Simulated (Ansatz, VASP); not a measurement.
**Two plane-wave programs on WC**

INCAR

```
PREC     = Accurate       # precision mode
ENCUT    = 520            # plane-wave cutoff, eV
EDIFF    = 1E-8           # SCF threshold, eV
ISMEAR   = -1             # smearing method
SIGMA    = 0.05           # smearing width, eV
LREAL    = F              # projectors in reciprocal space
LASPH    = T              # aspherical terms in the spheres
NELM     = 100            # most SCF steps
ALGO     = Normal         # electronic algorithm
ISIF     = 2              # what is computed and relaxed
LWAVE    = F              # write WAVECAR
LCHARG   = F              # write CHGCAR
GGA      = PS             # functional
LEFG     = T            
NBANDS   = 16             # bands
```

Contents of KPOINTS:

```
Automatic mesh
0
Gamma
  14 14 13
```

File POSCAR:

```
WC
1.0
    2.9005014360      0.0000000000      0.0000000000
   -1.4502507180      2.5119079273      0.0000000000
    0.0000000000      0.0000000000      2.8290000000
W C
1 1
Direct
    0.0000000000      0.0000000000      0.0000000000
    0.6666666667      0.3333333333      0.5000000000
```

Input for Ansatz:

```yaml
crystal:
  lattice:
    - [2.900501436, 0.0, 0.0]
    - [-1.450250718, 2.5119079273, 0.0]
    - [0.0, 0.0, 2.829]
  atoms:
    - { symbol: W, position: [0.0, 0.0, 0.0] }
    - { symbol: C, position: [0.6666666667, 0.3333333333, 0.5] }
kpoints:
  mp_grid: { grid: [14, 14, 13] }
  band_path:
    path:
      - [0.0, 0.0, 0.0]
      - [0.5, 0.0, 0.0]
      - [0.3333333333, 0.3333333333, 0.0]
      - [0.0, 0.0, 0.0]
      - [0.0, 0.0, 0.5]
      - [0.5, 0.0, 0.5]
      - [0.3333333333, 0.3333333333, 0.5]
      - [0.0, 0.0, 0.5]
      - [0.5, 0.0, 0.5]
    npoints: 5
scf:
  occupations: { method: fermi_dirac, width: 0.05 }
hamiltonian:
  xc: pbesol
  pseudopotentials: { kind: paw }
output:
  forces: true
  stress: true
  eigenvalues: true
  efg: { contact_densities: true }
```

Alike in both runs: task electric field gradients; functional PBEsol; k mesh 14 × 14 × 13; occupations fermi-dirac, width 0.05 eV; no spin polarisation.

|  | VASP | Ansatz |
| --- | --- | --- |
| version | VASP 6.6.1 | Ansatz 0.2.0 |
| potentials or method | VASP PAW PBE potentials, release 64 (W_sv, C) | PAW with Ansatz's default frozen-core files, scalar-relativistic |
| plane-wave cutoff (eV) | 520 | 420 |
| valence electrons in the cell | 18 | 18 |

Ansatz gave:

* pressure (GPa): -0.7
* largest component of the traceless stress (GPa): 0.14
* Vzz of the field gradient on the site that differs most (V/Å²): -137.6

What did VASP give for the same quantities?

Pressure (GPa): 0.6; largest component of the traceless stress (GPa): 0.38; Vzz of the field gradient on the site that differs most (V/Å²): -142.1.

With one functional, cell and mesh, what is left measures potentials, basis and numerics. Ansatz warned: «gradients_without_spin_orbit».

Caveats: the PAW data sets were made with another functional, which shifts forces and pressure a little (VASP). Spin-orbit coupling is left out, which matters for the levels of W.
